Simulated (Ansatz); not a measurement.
# LiBr (database structure): how the settings move a single-point run

How sensitive is a single-point run of LiBr (database structure) to its settings? A reference run comes first, then four runs with altered input.

The COD entry's cell or inner coordinates are ideal or old and differ from later refinements, so a difference from it is no clean test against experiment.

Computed with Ansatz 0.2.0 (reference: DFT r2SCAN, plane waves, PAW, scalar-relativistic, no spin polarisation, unless a step's input says otherwise).

### Step 1. The structure to begin with

The structure is cubic, space group Fm-3m (No. 225). The conventional cell has a = 5.431 Å, b = 5.431 Å, c = 5.431 Å, α = 90.00°, β = 90.00°, γ = 90.00°. Around Li (site symmetry m-3m) lie 6 Br at 2.72 Å. Around Br (site symmetry m-3m) lie 6 Li at 2.72 Å.

Structure file:

```
Li Br
1.0
     0.00000    2.71531    2.71531
     2.71531    0.00000    2.71531
     2.71531    2.71531    0.00000
Li Br
1 1
Direct
  0.00000 0.00000 0.00000
  0.50000 0.50000 0.50000
```

### Step 2. Reference

input.yaml reads:

```yaml
crystal:
  lattice:
    - [0.0, 2.71531115, 2.71531115]
    - [2.71531115, 0.0, 2.71531115]
    - [2.71531115, 2.71531115, 0.0]
  atoms:
    - { symbol: Li, position: [0.0, 0.0, 0.0] }
    - { symbol: Br, position: [0.5, 0.5, 0.5] }
  symmetry: { tolerance: 0.0003 }
kpoints:
  mp_grid: { grid: [6, 6, 6], shift: [0, 0, 0] }
magnetization:
  spin_polarized: false
scf:
  occupations: { method: fermi_dirac }
hamiltonian:
  pseudopotentials: { kind: paw }
  xc: r2scan
basis:
  ecutwfc: 500
output:
  forces: true
  stress: true
  eigenvalues: true
```

Launch:

```
$ ansatz run input.yaml --threads 1 --pin off --max-ram 2560MiB --backend cpu --events-out ev --progress --plain --runs-dir out
```

What it wrote (excerpt; [...] marks lines left out):

```text
Warning: RAYON_NUM_THREADS=1 ignored (pool sized by the plan → 1); use --threads N
[...]
Pseudopotentials: kind: paw
Pseudopotential: Li, paw, valence charge 3, recommended cutoff 500 eV (meta_gga), Li.paw.azcp
Pseudopotential: Br, paw, valence charge 7, recommended cutoff 500 eV (meta_gga), Br.paw.azcp
Functional definition: r2SCAN
[...]
Crystal: 2 atoms, lattice volume = 40.040 Å³
Basis set: ecut = 500 eV, 965 PW (Γ), exchange–correlation on 120×120×120 points (64 copies of the dense FFT grid, shifted against one another)
Bands: 9, of which v1, the nominal top of the filled ones, is band 5 counted from 1 (4 counted from 0)
Symmetry: 48 space group operations
Space group: Fm-3m (ITA 225), of the structure as read, at distance tolerance 1.0e-3 Å
k-points: 16 of 216
[...]
SCF iter   1: F=—  HF=-3001.441321 eV  |F-HF|=—  |Δ(HF+E_count)|=         —  Δρ=2.40e-3  dr2=2.82e-3  dr2_τ=2.99e-3  ethr=1.77e-3  ⟨swp⟩=7.4  Hψ=1105  notcnv=0
[...]
SCF iter   6: F=-3001.460770 eV  HF=-3001.460770 eV  |F-HF|=9.55e-12  |Δ(HF+E_count)|=  9.13e-10  Δρ=2.47e-7  dr2=3.86e-11  dr2_τ=2.06e-12  ethr=5.04e-12  ⟨swp⟩=1.8  Hψ=444  notcnv=0
[...]
SCF converged after 6 iterations
Free energy (F): -3001.460770 eV
[...]
E sigma→0 (E₀):  -3001.460770 eV
Fermi energy:    5.172750 eV
[...]
--- Forces (eV/Å), atoms counted from 1 ---
  atom   1  Li    -0.00000000     0.00000000     0.00000000
  atom   2  Br     0.00000000     0.00000000    -0.00000000
[...]
--- Stress (GPa, compression-positive) ---
        0.810158       0.000000       0.000000
       -0.000000       0.810158       0.000000
        0.000000       0.000000       0.810158
  P = ⅓ Tr σ = 0.8102 GPa (8.102 kbar)
--- Band table (eV; the first three rows and the last of 16) ---
  k-point 0: bands = ["-43.5941", "-12.0148", "2.0202", "2.0202", "2.0202", "8.0330", "13.2759", "13.2759", "13.2759"]
[...]
```

Run time: 0.9 s. Hardware: 1 thread of Intel Xeon 6975P-C (Granite Rapids), shared host; peak memory 0.44 GiB.

### Step 3. Variant: symmetry.detect false, dispersion d3bjatm, tolerance left out

Edit input.yaml of step 2 so:

```diff
@@ -8,3 +8,3 @@
     - { symbol: Br, position: [0.5, 0.5, 0.5] }
-  symmetry: { tolerance: 0.0003 }
+  symmetry: { detect: false }
 kpoints:
@@ -18,2 +18,3 @@
   xc: r2scan
+  dispersion: d3bjatm
 basis:
```

Launch:

```
$ ansatz run input.yaml --threads 1 --pin off --max-ram 2560MiB --backend cpu --events-out ev --progress --plain --runs-dir out
```

What it wrote (excerpt; [...] marks lines left out):

```text
Warning: RAYON_NUM_THREADS=1 ignored (pool sized by the plan → 1); use --threads N
[...]
[... 4 set-up lines as earlier in the session ...]
[...]
Crystal: 2 atoms, lattice volume = 40.040 Å³
Basis set: ecut = 500 eV, 965 PW (Γ), exchange–correlation on 120×120×120 points (64 copies of the dense FFT grid, shifted against one another)
Bands: 9, of which v1, the nominal top of the filled ones, is band 5 counted from 1 (4 counted from 0)
Symmetry: 1 space group operations
k-points: 112 of 216 (time reversal used)
[...]
SCF iter   1: F=—  HF=-3001.645997 eV  |F-HF|=—  |Δ(HF+E_count)|=         —  Δρ=2.41e-3  dr2=2.88e-3  dr2_τ=3.00e-3  ethr=1.77e-3  ⟨swp⟩=7.7  Hψ=7726  notcnv=0
[...]
SCF iter   6: F=-3001.665485 eV  HF=-3001.665485 eV  |F-HF|=5.00e-11  |Δ(HF+E_count)|=  7.85e-10  Δρ=6.19e-7  dr2=1.73e-10  dr2_τ=7.36e-12  ethr=7.09e-11  ⟨swp⟩=2.0  Hψ=3437  notcnv=0
[...]
SCF converged after 6 iterations
Free energy (F): -3001.665485 eV
[...]
E sigma→0 (E₀):  -3001.665485 eV
Fermi energy:    5.172753 eV
[...]
--- Forces (eV/Å), atoms counted from 1 ---
  atom   1  Li     0.00000249     0.00000056     0.00000135
  atom   2  Br     0.00000243     0.00000067     0.00000114
[...]
--- Stress (GPa, compression-positive) ---
        0.088312      -0.000000       0.000000
       -0.000000       0.088312       0.000000
        0.000000       0.000000       0.088312
  P = ⅓ Tr σ = 0.0883 GPa (0.883 kbar)
--- Band table (eV; the first three rows and the last of 112) ---
  k-point 0: bands = ["-43.5941", "-12.0148", "2.0202", "2.0202", "2.0202", "8.0330", "13.2759", "13.2759", "13.2759"]
[...]
```

It took 4.4 s on 1 thread of Intel Xeon 6975P-C (Granite Rapids), shared host; peak memory 0.54 GiB.

The energy moves by -102.4 meV/atom, nearly all of it the dispersion term itself (-102.4 meV/atom); that offset belongs to the model and is no gain or loss of stability; the pressure goes from 0.8 to 0.1 GPa.

### Step 4. Changed: mp_grid.grid [4, 4, 4]

Edit input.yaml of step 2 so:

```diff
@@ -10,3 +10,3 @@
 kpoints:
-  mp_grid: { grid: [6, 6, 6], shift: [0, 0, 0] }
+  mp_grid: { grid: [4, 4, 4], shift: [0, 0, 0] }
 magnetization:
```

Launch:

```
$ ansatz run input.yaml --threads 1 --pin off --max-ram 2560MiB --backend cpu --events-out ev --progress --plain --runs-dir out
```

What it wrote (excerpt; [...] marks lines left out):

```text
Warning: RAYON_NUM_THREADS=1 ignored (pool sized by the plan → 1); use --threads N
[...]
[... 4 set-up lines as earlier in the session ...]
[...]
Crystal: 2 atoms, lattice volume = 40.040 Å³
Basis set: ecut = 500 eV, 965 PW (Γ), exchange–correlation on 120×120×120 points (64 copies of the dense FFT grid, shifted against one another)
Bands: 9, of which v1, the nominal top of the filled ones, is band 5 counted from 1 (4 counted from 0)
[... 2 set-up lines as earlier in the session ...]
k-points: 8 of 64
[...]
SCF iter   1: F=—  HF=-3001.431537 eV  |F-HF|=—  |Δ(HF+E_count)|=         —  Δρ=2.56e-3  dr2=3.45e-3  dr2_τ=3.12e-3  ethr=1.77e-3  ⟨swp⟩=7.1  Hψ=544  notcnv=0
[...]
SCF iter   6: F=-3001.451145 eV  HF=-3001.451145 eV  |F-HF|=1.82e-12  |Δ(HF+E_count)|=   2.57e-9  Δρ=1.32e-7  dr2=7.02e-12  dr2_τ=5.41e-13  ethr=8.35e-12  ⟨swp⟩=1.8  Hψ=233  notcnv=0
[...]
SCF converged after 6 iterations
Free energy (F): -3001.451145 eV
[...]
E sigma→0 (E₀):  -3001.451145 eV
Fermi energy:    5.127551 eV
[...]
--- Forces (eV/Å), atoms counted from 1 ---
  atom   1  Li    -0.00000000     0.00000000    -0.00000000
  atom   2  Br     0.00000000     0.00000000     0.00000000
[...]
--- Stress (GPa, compression-positive) ---
        0.950048      -0.000000      -0.000000
       -0.000000       0.950048       0.000000
       -0.000000      -0.000000       0.950048
  P = ⅓ Tr σ = 0.9500 GPa (9.500 kbar)
--- Band table (eV; the first three rows and the last of 8) ---
  k-point 0: bands = ["-43.5998", "-12.0064", "2.0272", "2.0272", "2.0272", "8.0367", "13.2791", "13.2791", "13.2791"]
[...]
```

Run time: 0.77 s. Hardware: 1 thread of Intel Xeon 6975P-C (Granite Rapids), shared host; peak memory 0.43 GiB.

Changing the k-point mesh moves the energy by +4.8 meV/atom. The energy is not variational in the mesh, so the sign tells nothing. The variant is not converged in its settings.

### Step 5. Changing settings: ecutwfc 200 eV

Edit input.yaml of step 2 so:

```diff
@@ -19,3 +19,3 @@
 basis:
-  ecutwfc: 500
+  ecutwfc: "200 eV"
 output:
@@ -24 +24,5 @@
   eigenvalues: true
+  write_density: true
+  write_potential: true
+  elf: true
+  volumetric_format: npy
```

Launch:

```
$ ansatz run input.yaml --threads 1 --pin off --max-ram 2560MiB --backend cpu --events-out ev --progress --plain --runs-dir out
```

What it wrote (excerpt; [...] marks lines left out):

```text
Warning: basis.ecutwfc = 200 eV is below the records' recommended 500 eV, and the density's cutoff is lower with it unless basis.ecutrho_ratio is high enough to keep the records' density cutoff: compare with a run at a higher cutoff
Warning: RAYON_NUM_THREADS=1 ignored (pool sized by the plan → 1); use --threads N
[...]
[... 4 set-up lines as earlier in the session ...]
[...]
Crystal: 2 atoms, lattice volume = 40.040 Å³
Basis set: ecut = 200 eV, 259 PW (Γ), exchange–correlation on 72×72×72 points (64 copies of the dense FFT grid, shifted against one another)
Bands: 9, of which v1, the nominal top of the filled ones, is band 5 counted from 1 (4 counted from 0)
[... 2 set-up lines as earlier in the session ...]
k-points: 16 of 216
[...]
SCF iter   1: F=—  HF=-3000.259149 eV  |F-HF|=—  |Δ(HF+E_count)|=         —  Δρ=7.83e-3  dr2=8.05e-3  dr2_τ=1.38e-2  ethr=1.77e-3  ⟨swp⟩=5.6  Hψ=944  notcnv=0
[...]
SCF iter   6: F=-3000.282960 eV  HF=-3000.282960 eV  |F-HF|=3.64e-10  |Δ(HF+E_count)|=   5.04e-8  Δρ=1.08e-6  dr2=2.76e-10  dr2_τ=3.08e-11  ethr=1.68e-10  ⟨swp⟩=5.0  Hψ=712  notcnv=0
[...]
SCF converged after 6 iterations
Free energy (F): -3000.282960 eV
[...]
E sigma→0 (E₀):  -3000.282960 eV
Fermi energy:    5.223899 eV
[...]
--- Forces (eV/Å), atoms counted from 1 ---
  atom   1  Li    -0.00000000     0.00000000     0.00000000
  atom   2  Br     0.00000000    -0.00000000    -0.00000000
[...]
--- Stress (GPa, compression-positive) ---
        0.932507      -0.000000       0.000000
        0.000000       0.932507       0.000000
        0.000000       0.000000       0.932507
  P = ⅓ Tr σ = 0.9325 GPa (9.325 kbar)
--- Band table (eV; the first three rows and the last of 16) ---
  k-point 0: bands = ["-43.9151", "-11.6925", "1.9821", "1.9821", "1.9821", "8.1799", "13.2843", "13.2843", "13.2843"]
[...]
```

It took 0.47 s on 1 thread of Intel Xeon 6975P-C (Granite Rapids), shared host; peak memory 0.34 GiB.

Changing the cutoff moves the energy by +588.9 meV/atom, and the gap on the mesh goes from 6.01 to 6.20 eV. The lower cutoff gives the higher energy: the smaller basis describes the state less well. The log warns that the cutoff is under what these potentials recommend, so the shift is basis error. These settings are too coarse to quote as the system's properties.

### Step 6. A further run, with the input changed

Edit input.yaml of step 2 so:

```diff
@@ -14,3 +14,4 @@
 scf:
-  occupations: { method: fermi_dirac }
+  occupations: { method: fixed }
+  max_iter: 80
 hamiltonian:
```

Launch:

```
$ ansatz run input.yaml --threads 1 --pin off --max-ram 2560MiB --backend cpu --events-out ev --progress --plain --runs-dir out
```

What it wrote (excerpt; [...] marks lines left out):

```text
Warning: RAYON_NUM_THREADS=1 ignored (pool sized by the plan → 1); use --threads N
[...]
[... 4 set-up lines as earlier in the session ...]
[...]
Crystal: 2 atoms, lattice volume = 40.040 Å³
Basis set: ecut = 500 eV, 965 PW (Γ), exchange–correlation on 120×120×120 points (64 copies of the dense FFT grid, shifted against one another)
Bands: 9, of which v1, the nominal top of the filled ones, is band 5 counted from 1 (4 counted from 0)
[... 2 set-up lines as earlier in the session ...]
k-points: 16 of 216
[...]
SCF iter   1: F=—  HF=-3001.441354 eV  |F-HF|=—  |Δ(HF+E_count)|=         —  Δρ=2.40e-3  dr2=2.83e-3  dr2_τ=3.00e-3  ethr=1.77e-3  ⟨swp⟩=5.8  Hψ=946  notcnv=0  defer=24
[...]
SCF iter   6: F=-3001.460770 eV  HF=-3001.460770 eV  |F-HF|=1.50e-11  |Δ(HF+E_count)|=  8.71e-10  Δρ=3.46e-7  dr2=7.43e-11  dr2_τ=3.54e-12  ethr=5.92e-12  ⟨swp⟩=4.9  Hψ=752  notcnv=0
[...]
SCF converged after 6 iterations
Free energy (F): -3001.460770 eV
[...]
E sigma→0 (E₀):  -3001.460770 eV
Fermi energy:    2.020160 eV
[...]
--- Forces (eV/Å), atoms counted from 1 ---
  atom   1  Li    -0.00000000     0.00000000     0.00000000
  atom   2  Br     0.00000000     0.00000000     0.00000000
[...]
--- Stress (GPa, compression-positive) ---
        0.810159      -0.000000       0.000000
        0.000000       0.810159      -0.000000
       -0.000000       0.000000       0.810159
  P = ⅓ Tr σ = 0.8102 GPa (8.102 kbar)
--- Band table (eV; the first three rows and the last of 16) ---
  k-point 0: bands = ["-43.5941", "-12.0148", "2.0202", "2.0202", "2.0202", "8.0330", "13.2759", "13.2759", "13.2759"]
[...]
```

It took 0.9 s on 1 thread of Intel Xeon 6975P-C (Granite Rapids), shared host; peak memory 0.43 GiB.

### Step 7. A look at that input

This run ends as converged. Convergence says nothing about whether the input makes sense.

Fixed occupations are right only where a gap separates filled from empty bands at every k-point. This system has one (6.01 eV on the mesh), so they are sound here.

The occupations need no remedy; a run with other occupations serves as a check.

The changed input (smearing) leaves the energy the same to the digits printed.

### Step 8. All runs together

```tsv
run	ending	energy change	pressure (GPa)	gap (eV)	force (eV/Å)	cycles	time
reference	converged	0	0.8	6.01	0.00	6	0.9 s
1: symmetry.detect false, dispersion d3bjatm, tolerance left out	converged	-102.4 meV/atom (offset of the dispersion model)	0.1	6.01	0.00	6	4.4 s
2: mp_grid.grid [4, 4, 4]	converged	+4.8 meV/atom	1.0	6.01	0.00	6	0.77 s
3: ecutwfc 200 eV	converged	+588.9 meV/atom	0.9	6.20	0.00	6	0.47 s
4: occupations.method fixed	converged	0.0 meV/atom (σ→0)	0.8	6.01	0.00	6	0.9 s
```

Times don't compare one to one where runs were asked for different outputs or read a saved state (see the inputs); cycles may leave out searches for a lower state.

Residual by cycle in the longest SCF loop of each run; runs are numbered as in the table. The quantity is the density residual dr2, in eV.

```tsv
cycle	reference	run 1	run 2	run 3	run 4
1	0.00282	0.00288	0.00345	0.00805	0.00283
2	5.0e-4	4.8e-4	5.6e-4	0.00202	5.0e-4
3	4.5e-6	6.1e-6	7.1e-6	4.9e-5	4.7e-6
4	4.3e-8	6.0e-8	5.7e-8	8.2e-7	4.5e-8
5	5.0e-10	7.1e-9	8.4e-10	1.7e-8	5.9e-10
6	3.9e-11	1.7e-10	7.0e-12	2.8e-10	7.4e-11
```

What this shows: Run 3 ran under the cutoff that the potentials recommend, as the log warns, so basis error is mixed into its values.

The gaps are Kohn-Sham values of a semilocal functional, not quasiparticle or optical gaps. Such gaps usually fall short of the measured ones.
